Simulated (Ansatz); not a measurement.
# S on Zr(0001): change of the work function, part 3 of 4

How does S on the fcc site change the work function of Zr(0001) as the layer fills?

Ansatz 0.2.0; plane-wave DFT, PBE, Ansatz PAW.

So far, work function, upper face (eV): step 2 (the clean slab) 4.17; step 3 (37 atoms, coverage 0.111 ML, cell 3x3) 4.29.

## Step 4: Adsorbate added, k-mesh 6×6×1, coverage 0.25 ML

System of this step: S/Zr(0001). The cell holds 17 atoms: 16 Zr and 1 S. Its edges and angles: a = 6.460 Å, b = 6.460 Å, c = 27.885 Å, α = 90.0°, β = 90.0°, γ = 60.0°. Vacuum lies along c.

Another coverage, to see how the dipoles act on each other as their distance changes.

The input, input.yaml:

```yaml
crystal:
  lattice:
    - [6.46, 0.0, 0.0]
    - [3.23, 5.5945241084, 0.0]
    - [0.0, 0.0, 27.8845739641]
  atoms:
    - { symbol: Zr, position: [0.3333333333, 0.3333333333, 0.3227591001] }
    - { symbol: Zr, position: [0.0, 0.0, 0.4150214027] }
    - { symbol: Zr, position: [0.3333333333, 0.3333333333, 0.5108544607] }
    - { symbol: Zr, position: [0.0, 0.0, 0.5983456763] }
    - { symbol: Zr, position: [0.3333333333, 0.8333333333, 0.3227591001] }
    - { symbol: Zr, position: [0.0, 0.5, 0.4150214027] }
    - { symbol: Zr, position: [0.3333333333, 0.8333333333, 0.5108544607] }
    - { symbol: Zr, position: [0.0, 0.5, 0.5983456763] }
    - { symbol: Zr, position: [0.8333333333, 0.3333333333, 0.3227591001] }
    - { symbol: Zr, position: [0.5, 0.0, 0.4150214027] }
    - { symbol: Zr, position: [0.8333333333, 0.3333333333, 0.5108544607] }
    - { symbol: Zr, position: [0.5, 0.0, 0.5983456763] }
    - { symbol: Zr, position: [0.8333333333, 0.8333333333, 0.3227591001] }
    - { symbol: Zr, position: [0.5, 0.5, 0.4150214027] }
    - { symbol: Zr, position: [0.8333333333, 0.8333333333, 0.5108544607] }
    - { symbol: Zr, position: [0.5, 0.5, 0.5983456763] }
    - { symbol: S, position: [0.1666666667, 0.1666666667, 0.6772408999] }
kpoints:
  mp_grid: { grid: [6, 6, 1] }
hamiltonian:
  xc: pbe
scf:
  occupations: { method: fermi_dirac, width: 0.1 }
  convergence: { dr2_threshold: 1.0e-08 }
efield:
  axis: 3
  dipole_correction: true
  ramp_position: 0.97
  ramp_width: 0.06
relax:
  f_tol: 0.02
  max_steps: 60
  constraints: [{ sites: [0, 1, 4, 5, 8, 9, 12, 13] }]
output:
  dos: { projected: true, e_range: [-8, 4] }
  write_potential: true
  write_density: true
  volumetric_format: npy
  elf: true
```

Launch:

```console
$ ansatz run input.yaml --threads 4 --pin off --max-ram 16384MiB --backend cpu --events-out ev --progress --plain --runs-dir out
```

Numbers of over 12 decimals in the logs are rounded to 6 here.

The program printed:

```text
[...]
Crystal: 17 atoms, lattice volume = 1007.766 Å³
Basis set: ecut = 420 eV, 19689 PW (Γ), exchange–correlation on 90×90×384 points (8 copies of the dense FFT grid, shifted against one another)
Bands: 119, of which v1, the nominal top of the filled ones, is band 99 counted from 1 (98 counted from 0)
Symmetry: 6 space group operations
[...]
k-points: 7 of 36 (time reversal used)
[...]
SCF iter   1: F=—  HF=-67839.131733 eV  |F-HF|=—  |Δ(HF+E_count)|=         —  Δρ=5.82e-3  dr2=5.81e0  ethr=1.77e-3  p=-0.211 e·Å  D=-3.79e-2 V/Å  ΔV_dip=1.06 eV  dr2_dipole=8.22e-1  V_vac-E_F(+/−)=5.14/4.09 eV  ⟨swp⟩=9.4  Hψ=4026  notcnv=0
[...]
SCF iter  10: F=-67838.989252 eV  HF=-67838.989252 eV  |F-HF|=9.17e-10  |Δ(HF+E_count)|=   8.09e-9  Δρ=3.26e-7  dr2=2.66e-9  ethr=5.05e-12  p=-0.195 e·Å  D=-3.50e-2 V/Å  ΔV_dip=0.98 eV  dr2_dipole=4.16e-11  V_vac-E_F(+/−)=5.15/4.17 eV  ⟨swp⟩=9.7  Hψ=6068  notcnv=0
SCF 1 converged in 10 iterations: F = -67838.989252 eV  dr2 = 2.66e-9
[...]
relax step   1: F+E_penalty+E_count = -67838.98925209 eV  Δ(F+E_penalty+E_count) = +0.000e0 eV  max|allowed force component| = 2.994e0 eV/Å  Δτ_max = 0.0000 Å  (10 SCF iters, accepted)
[...]
SCF iter  10: F=-67839.641535 eV  HF=-67839.641535 eV  |F-HF|=1.80e-9  |Δ(HF+E_count)|=   2.11e-8  Δρ=2.49e-7  dr2=1.39e-9  ethr=5.05e-12  p=-0.121 e·Å  D=-2.18e-2 V/Å  ΔV_dip=0.61 eV  dr2_dipole=2.34e-10  V_vac-E_F(+/−)=4.78/4.17 eV  ⟨swp⟩=9.4  Hψ=5898  notcnv=0
SCF 2 converged in 10 iterations: F = -67839.641535 eV  dr2 = 1.39e-9
relax step   2: F+E_penalty+E_count = -67839.64153529 eV  Δ(F+E_penalty+E_count) = -6.523e-1 eV  max|allowed force component| = 1.720e0 eV/Å  Δτ_max = 0.1949 Å  (10 SCF iters, accepted)
SCF iter   1: F=—  HF=-67839.898693 eV  |F-HF|=—  |Δ(HF+E_count)|=         —  Δρ=2.87e-3  dr2=7.05e-1  ethr=2.13e-3  p=-0.121 e·Å  D=-2.18e-2 V/Å  ΔV_dip=0.61 eV  dr2_dipole=1.09e-1  V_vac-E_F(+/−)=4.79/4.18 eV  ⟨swp⟩=3.9  Hψ=1514  notcnv=0
[...]
SCF iter  10: F=-67839.847081 eV  HF=-67839.847081 eV  |F-HF|=6.11e-10  |Δ(HF+E_count)|=   8.96e-9  Δρ=2.81e-7  dr2=1.79e-9  ethr=5.05e-12  p=-0.068 e·Å  D=-1.23e-2 V/Å  ΔV_dip=0.34 eV  dr2_dipole=2.34e-10  V_vac-E_F(+/−)=4.51/4.17 eV  ⟨swp⟩=9.6  Hψ=5831  notcnv=0
SCF 3 converged in 10 iterations: F = -67839.847081 eV  dr2 = 1.79e-9
relax step   3: F+E_penalty+E_count = -67839.84708100 eV  Δ(F+E_penalty+E_count) = -2.055e-1 eV  max|allowed force component| = 2.483e-1 eV/Å  Δτ_max = 0.1948 Å  (10 SCF iters, accepted)
[...]
relax step   4: F+E_penalty+E_count = -67839.83949800 eV  Δ(F+E_penalty+E_count) = +7.583e-3 eV  max|allowed force component| = 5.009e-1 eV/Å  Δτ_max = 0.0999 Å  (10 SCF iters, rejected (line search))
[...]
relax step   5: F+E_penalty+E_count = -67839.86402622 eV  Δ(F+E_penalty+E_count) = -1.695e-2 eV  max|allowed force component| = 3.988e-2 eV/Å  Δτ_max = 0.0487 Å  (9 SCF iters, accepted)
SCF iter   1: F=—  HF=-67839.868600 eV  |F-HF|=—  |Δ(HF+E_count)|=         —  Δρ=8.10e-4  dr2=6.29e-2  ethr=3.09e-4  p=-0.071 e·Å  D=-1.27e-2 V/Å  ΔV_dip=0.35 eV  dr2_dipole=7.32e-4  V_vac-E_F(+/−)=4.53/4.18 eV  ⟨swp⟩=2.1  Hψ=1380  notcnv=0
[...]
SCF iter   8: F=-67839.865604 eV  HF=-67839.865604 eV  |F-HF|=1.24e-8  |Δ(HF+E_count)|=   2.25e-8  Δρ=4.96e-7  dr2=6.87e-9  ethr=5.05e-12  p=-0.070 e·Å  D=-1.25e-2 V/Å  ΔV_dip=0.35 eV  dr2_dipole=3.30e-12  V_vac-E_F(+/−)=4.52/4.17 eV  ⟨swp⟩=10.6  Hψ=6328  notcnv=0
SCF 6 converged in 8 iterations: F = -67839.865604 eV  dr2 = 6.87e-9
relax step   6: F+E_penalty+E_count = -67839.86560393 eV  Δ(F+E_penalty+E_count) = -1.578e-3 eV  max|allowed force component| = 1.382e-2 eV/Å  Δτ_max = 0.0250 Å  (8 SCF iters, accepted)
[...]
SCF converged after 8 iterations
Free energy (F): -67839.865604 eV
[...]
Internal energy: -67839.019458 eV  (E = F + TS)
E sigma→0 (E₀):  -67839.442531 eV
Entropy (-TS):   -0.846146 eV (-49.773 meV/atom)
Fermi energy:    2.725698 eV
Dipole field:    D = -0.012506 V/Å  (p = -0.069650 e·Å, saw-weighted, corrected)
Work function:   Φ+ = 4.5212 eV   Φ− = 4.1724 eV
[...]
--- Forces (eV/Å), atoms counted from 1 ---
  atom   1  Zr     0.00510176     0.00294550     0.46328954
  atom   2  Zr     0.03095547     0.01787215    -0.45273498
  atom   3  Zr     0.01196491     0.00690794    -0.00372924
  atom   4  Zr    -0.00610108    -0.00352246     0.00284224
  atom   5  Zr     0.00000000    -0.00589100     0.46328954
  atom   6  Zr    -0.00000000    -0.03574430    -0.45273498
  atom   7  Zr    -0.00000000    -0.01381589    -0.00372924
  atom   8  Zr     0.00000000     0.00704492     0.00284224
  atom   9  Zr    -0.00510176     0.00294550     0.46328954
  atom  10  Zr    -0.03095547     0.01787215    -0.45273498
  atom  11  Zr    -0.01196491     0.00690794    -0.00372924
  atom  12  Zr     0.00610108    -0.00352246     0.00284224
  atom  13  Zr     0.00000000     0.00000000     0.43251775
  atom  14  Zr    -0.00000000     0.00000000    -0.46803221
  atom  15  Zr    -0.00000000    -0.00000000    -0.00020395
  atom  16  Zr     0.00000000     0.00000000     0.00536762
  atom  17  S      0.00000000    -0.00000000     0.00137887
  max |Σ_I F_I| component: 3.07e-5 eV/Å
--- Band table (eV; the first three rows and the last of 7) ---
  k-point 0: bands = [... 95 lower, 2.8174, 2.9952, 3.0564, 3.2970, 3.3855, 3.3855, 3.5331, 3.5727, ... 16 higher]
  k-point 1: bands = [... 95 lower, 2.8237, 2.8708, 2.9884, 3.0892, 3.1822, 3.1963, 3.2447, 3.3694, ... 16 higher]
  k-point 2: bands = [... 95 lower, 2.6510, 2.6535, 2.6999, 2.7937, 2.8050, 2.8424, 2.8861, 3.0145, ... 16 higher]
  k-point 6: bands = [... 95 lower, 2.1719, 2.1849, 2.2800, 2.2967, 2.3216, 2.4029, 2.6223, 2.7812, ... 16 higher]
--- Relaxed structure (6 steps of the walk, 5 accepted, 0 SCFs on fresh bases) ---
  F+E_penalty+E_count = -67839.86560393 eV   max|allowed force component| = 1.382e-2 eV/Å
  atoms:
    - { symbol: Zr, position: [0.333333, 0.333333, 0.3227591001] }
[...]
- { symbol: Zr, position: [0.331956, 0.331956, 0.510977] }
    - { symbol: Zr, position: [-0.00422728, -0.00422728, 0.600179] }
    - { symbol: Zr, position: [0.333333, 0.833333, 0.3227591001] }
    - { symbol: Zr, position: [5.551115123125783e-17, 0.500000, 0.4150214027] }
    - { symbol: Zr, position: [0.331956, 0.836088, 0.510977] }
    - { symbol: Zr, position: [-0.00422728, 0.508455, 0.600179] }
    - { symbol: Zr, position: [0.833333, 0.333333, 0.3227591001] }
    - { symbol: Zr, position: [0.5, 2.6667121670171398e-17, 0.4150214027] }
    - { symbol: Zr, position: [0.836088, 0.331956, 0.510977] }
    - { symbol: Zr, position: [0.508455, -0.00422728, 0.600179] }
    - { symbol: Zr, position: [0.833333, 0.833333, 0.3227591001] }
    - { symbol: Zr, position: [0.500000, 0.500000, 0.4150214027] }
    - { symbol: Zr, position: [0.833333, 0.833333, 0.509170] }
    - { symbol: Zr, position: [0.500000, 0.500000, 0.597117] }
    - { symbol: S, position: [0.166667, 0.166667, 0.660621] }
```

Wall time 2.7 min (4 threads of Arm Neoverse V1, shared host); peak memory 2.8 GiB.

The steps of the relaxation:

| step | energy less that of the first step (eV) | largest force component (eV/Å) |
| --- | --- | --- |
| 1 | 0.0000 | 2.9938 |
| 2 | -0.6523 | 1.7202 |
| 3 | -0.8578 | 0.2483 |
| 4 | -0.8502 | 0.5009 |
| 5 | -0.8748 | 0.0399 |
| 6 | -0.8764 | 0.0138 |

Relaxation step 4 was tried and not accepted.

Forces are held to the 6 operations that the run works with; a distortion that breaks them can't arise in this run.

The atoms that moved most (Å):

| atom | dx | dy | dz | length |
| --- | --- | --- | --- | --- |
| S17 | 0.000 | 0.000 | -0.463 | 0.463 |
| Zr12 | 0.041 | -0.024 | 0.051 | 0.070 |
| Zr4 | -0.041 | -0.024 | 0.051 | 0.070 |
| Zr8 | 0.000 | 0.047 | 0.051 | 0.070 |
| Zr15 | 0.000 | 0.000 | -0.047 | 0.047 |
| Zr16 | 0.000 | 0.000 | -0.034 | 0.034 |
| Zr11 | 0.013 | -0.008 | 0.003 | 0.016 |
| Zr3 | -0.013 | -0.008 | 0.003 | 0.016 |

The relaxed structure:

```xyz
17
Lattice="6.4600 0.0000 0.0000 3.2300 5.5945 0.0000 0.0000 0.0000 27.8846" Properties=species:S:1:pos:R:3
Zr    3.2300    1.8648    9.0000
Zr    0.0000    0.0000   11.5727
Zr    3.2167    1.8571   14.2484
Zr   -0.0410   -0.0236   16.7357
Zr    4.8450    4.6621    9.0000
Zr    1.6150    2.7973   11.5727
Zr    4.8450    4.6775   14.2484
Zr    1.6150    2.8446   16.7357
Zr    6.4600    1.8648    9.0000
Zr    3.2300    0.0000   11.5727
Zr    6.4733    1.8571   14.2484
Zr    3.2710   -0.0236   16.7357
Zr    8.0750    4.6621    9.0000
Zr    4.8450    2.7973   11.5727
Zr    8.0750    4.6621   14.1980
Zr    4.8450    2.7973   16.6504
S     1.6150    0.9324   18.4211
```

Numbers from this step:

```
energy at zero smearing        : -67839.4425 eV
work function, upper face      : 4.521 eV
work function, lower face      : 4.172 eV
dipole along the normal        : -0.06965 e·Å
step between the vacuum levels : 0.3487 eV
```

The density of states has structure finer than the step of the table below, so its rows give means over 0.25 eV, whole bins alone (the curve runs from -8 to 1.02 eV). Peaks (eV: height): -0.840: 48.6, 0.000: 38.5, 0.180: 41.0, 0.330: 38.9, 0.810: 50.0, 0.900: 60.7, 0.990: 73.6.

The density of states by energy, zero at the Fermi level; means over each step:

energy (eV), density of states (states/eV a cell) and a bar:
```
    -5.50        0.0 
    -5.25        0.1 
    -5.00        1.2 #
    -4.75        1.3 #
    -4.50        1.5 ##
    -4.25        3.8 ####
    -4.00        4.5 #####
    -3.75       13.2 #############
    -3.50        9.2 #########
    -3.25        5.2 #####
    -3.00        7.1 #######
    -2.75        9.1 #########
    -2.50       14.0 ##############
    -2.25       18.4 ###################
    -2.00       21.5 ######################
    -1.75       21.1 #####################
    -1.50       16.1 ################
    -1.25       16.0 ################
    -1.00       21.8 ######################
    -0.75       29.5 ##############################
    -0.50       22.3 #######################
    -0.25       19.6 ####################
     0.00       27.4 ############################
     0.25       29.7 ##############################
     0.50       25.3 ##########################
     0.75       29.0 #############################
```

Projected DOS per atom over height of the atomic layer and energy from the Fermi level. Layers: Zr4 Zr4 Zr4 Zr4 S from below.

Values in states/eV, 22 rows by 5 columns, each cell a mean:
```
2.0 1.7 1.6 1.7 0.2
2.3 1.4 1.1 1.7 0.1
2.1 1.1 1.2 1.7 0.2
1.4 1.0 1.1 1.2 0.3
1.5 1.6 1.6 1.4 0.3
1.3 1.1 1.1 1.0 0.2
1.0 1.1 1.3 1.2 0.5
1.2 1.5 1.4 1.0 0.5
0.9 1.3 1.1 0.5 0.3
0.4 0.5 0.5 0.4 0.4
0.2 0.3 0.3 0.2 1.0
0.2 0.2 0.2 0.9 6.6
0.1 0.2 0.2 0.3 1.1
0.0 0.1 0.1 0.1 0.2
0.0 0.1 0.1 0.0 0.0
0.0 0.0 0.0 0.0 0.0
0.0 0.0 0.0 0.0 0.0
0.0 0.0 0.0 0.0 0.0
0.0 0.0 0.0 0.0 0.0
0.0 0.0 0.0 0.0 0.0
0.0 0.0 0.0 0.0 0.0
0.0 0.0 0.0 0.0 0.0
```
Columns: height of the atomic layer (Å) from 9 to 18.4 (not evenly spaced); rows upwards: energy from the Fermi level (eV) from -7.96 to 0.945.

Electrostatic potential energy in the ca plane at fractional y = 0.000, with atoms of Zr within 0.2 Å of it. With pseudopotentials it is smooth inside the atoms' cores, unlike the true potential.

Values in eV, 9 rows by 16 columns, each cell a mean:
```
  2 -30 -42   0   3   3 -22 -51  -5   6   7   7   7   7   7   7
  1  -1  -4   2  -7  -2  -1  -7   3   6   7   7   7   7   7   7
  0   1   0   2  -9  -3   2  -2   4   6   7   7   7   7   7   7
  2 -23 -33   1   1   2 -17 -42  -3   6   7   7   7   7   7   7
  3 -40 -53  -1   4   4 -29 -59  -7   6   7   7   7   7   7   7
  2 -13 -21   1  -1   1  -7 -22  -1   5   7   7   7   7   7   7
  0   3   2   3 -11  -5   3   1   0   1   7   7   7   7   7   7
  1  -7 -11   2  -4  -1  -3 -12   0   4   7   7   7   7   7   7
  3 -37 -50  -1   4   4 -25 -56  -6   6   7   7   7   7   7   7
```
Columns run along c (16.0 Å, from fractional 0.34 to 0.92 of the cell; values clipped at the 3rd and 97th percentile), rows up along a (6.5 Å). Atoms in or near the plane, at fractional coordinates: Zr at (0.42, 0.00), Zr at (0.60, 0.00), Zr at (0.42, 0.50), Zr at (0.60, 0.51).

Valence density in the ca plane at fractional y = 0.000, with atoms of Zr within 0.2 Å of it. It is the smooth field of the valence electrons, not physical close to the nuclei.

Values in e/Å³, 9 rows by 16 columns, each cell a mean:
```
0.2 1.8 2.4 0.2 0.2 0.2 1.3 3.0 0.3 0.0 0.0 0.0 0.0 0.0 0.0 0.0
0.2 0.3 0.3 0.2 0.4 0.3 0.2 0.5 0.1 0.0 0.0 0.0 0.0 0.0 0.0 0.0
0.2 0.2 0.2 0.2 0.5 0.3 0.2 0.3 0.1 0.0 0.0 0.0 0.0 0.0 0.0 0.0
0.2 1.3 1.9 0.2 0.2 0.2 1.0 2.4 0.2 0.0 0.0 0.0 0.0 0.0 0.0 0.0
0.2 2.4 3.1 0.3 0.2 0.2 1.7 3.5 0.4 0.0 0.0 0.0 0.0 0.0 0.0 0.0
0.2 0.8 1.2 0.2 0.3 0.2 0.5 1.2 0.3 0.2 0.0 0.0 0.0 0.0 0.0 0.0
0.2 0.2 0.2 0.2 0.6 0.3 0.2 0.2 0.4 0.4 0.0 0.0 0.0 0.0 0.0 0.0
0.2 0.5 0.7 0.2 0.3 0.2 0.3 0.7 0.3 0.2 0.0 0.0 0.0 0.0 0.0 0.0
0.2 2.2 2.9 0.3 0.2 0.2 1.5 3.3 0.4 0.1 0.0 0.0 0.0 0.0 0.0 0.0
```
Columns run along c (16.0 Å, from fractional 0.34 to 0.92 of the cell), rows up along a (6.5 Å). Atoms in or near the plane, at fractional coordinates: Zr at (0.42, 0.00), Zr at (0.60, 0.00), Zr at (0.42, 0.50), Zr at (0.60, 0.51).

ELF in the ca plane at fractional y = 0.000, with atoms of Zr within 0.2 Å of it. It is the smooth field of the valence electrons, not physical close to the nuclei.

Ten even steps from '0' (0.00) to '9' (0.84), each cell a mean:
```
75269578436667773496596100000000000000000000
44237985224323442268983000000000000000000000
23322332232122223223332111000000000000000000
12443223431244213432234442100000000000000000
12443223431244213432234442100000000000000000
23322332232122223223432111000000000000000000
44237886224333442268883100000000000000000000
75269578436667773496596100000000000000000000
75278259536778873584396112211000000000000000
54248887325544663378883256643100000000000000
23224663233222233235532689875210000000000000
12332222332133213322126899986310000000000000
22453223542255313442237999986420000000000000
12332222332133223322126899986310000000000000
23224663233222233235532689875210000000000000
54248898325544663379983256642100000000000000
75378249536778873584396112211000000000000000
```
Columns run along c (16.0 Å, from fractional 0.34 to 0.92 of the cell), rows up along a (6.5 Å). Atoms in or near the plane, at fractional coordinates: Zr at (0.42, 0.00), Zr at (0.60, 0.00), Zr at (0.42, 0.50), Zr at (0.60, 0.51).

The relaxation took 6 steps and lowered the energy by 0.88 eV; the largest force on the free atoms ends at 0.014 eV/Å.

By hand: a sheet of dipoles makes a step −p/(ε₀A) in the electron's potential. With e/ε₀ = 180.95 V·Å, p = -0.06965 e·Å and A = 36.14 Å², that is −180.95 × (-0.06965) / 36.14 = +0.349 eV, and the two vacuum levels of the run differ by +0.349 eV.

The covered face has 4.52 eV, +0.36 eV against the clean one; the bare back face has moved by -0.01 eV, a measure of how thin the slab is.

## Step 5: The covered slab, k-mesh 6×6×1, coverage 0.5 ML

System of this step: S/Zr(0001). The cell holds 18 atoms: 16 Zr and 2 S. Cell: a = 6.460 Å, b = 6.460 Å, c = 27.885 Å, α = 90.0°, β = 90.0°, γ = 60.0°. Vacuum lies along c.

Another coverage, to see how the dipoles act on each other as their distance changes.

Edit input.yaml of step 4 so:

```diff
@@ -23,2 +23,3 @@
     - { symbol: S, position: [0.1666666667, 0.1666666667, 0.6772408999] }
+    - { symbol: S, position: [0.6666666667, 0.1666666667, 0.6772408999] }
 kpoints:
```

The program printed:

```text
[...]
Crystal: 18 atoms, lattice volume = 1007.766 Å³
Basis set: ecut = 420 eV, 19689 PW (Γ), exchange–correlation on 90×90×384 points (8 copies of the dense FFT grid, shifted against one another)
Bands: 123, of which v1, the nominal top of the filled ones, is band 102 counted from 1 (101 counted from 0)
Symmetry: 4 space group operations
[...]
- { symbol: Zr, position: [0.833333, 0.8333333333, 0.3227591001] }
    - { symbol: Zr, position: [0.500000, 0.5, 0.4150214027] }
    - { symbol: Zr, position: [0.833058, 0.833884, 0.509895] }
    - { symbol: Zr, position: [0.496102, 0.507796, 0.599030] }
    - { symbol: S, position: [0.153720, 0.192559, 0.661513] }
    - { symbol: S, position: [0.653720, 0.192559, 0.661513] }
[key lines of the parts left out:]
SCF converged after 8 iterations
Free energy (F): -68744.740670 eV
Fermi energy:    2.698658 eV
Dipole field:    D = -0.034294 V/Å  (p = -0.190993 e·Å, saw-weighted, corrected)
Work function:   Φ+ = 5.1364 eV   Φ− = 4.1801 eV
```

The job ended after 6.6 min (4 threads; peak memory 3.4 GiB; 25 min of CPU time).

(Part 3 of 4 ends here.)

[Logs are printed without paths, hosts, clocks, repeated set-up lines and the standing remarks that a program may print on its own settings, such as how far it seeks lower states.]

[Hosts, paths, dates, database ids (printed as entryN), source tags and the programs' standing remarks are cut or masked in the printed files.]

[Maps of the electrostatic potential energy from Ansatz leave out the sawtooth potential of an applied field or a dipole correction, so their vacuum need not be flat; planar profiles and work functions include it.]

[The density of states shown here was stored with 400 of the rows of the run's finer table, so its peaks can read low, often by over a quarter, or be missed, and its means over a window can be off by a tenth or more.]
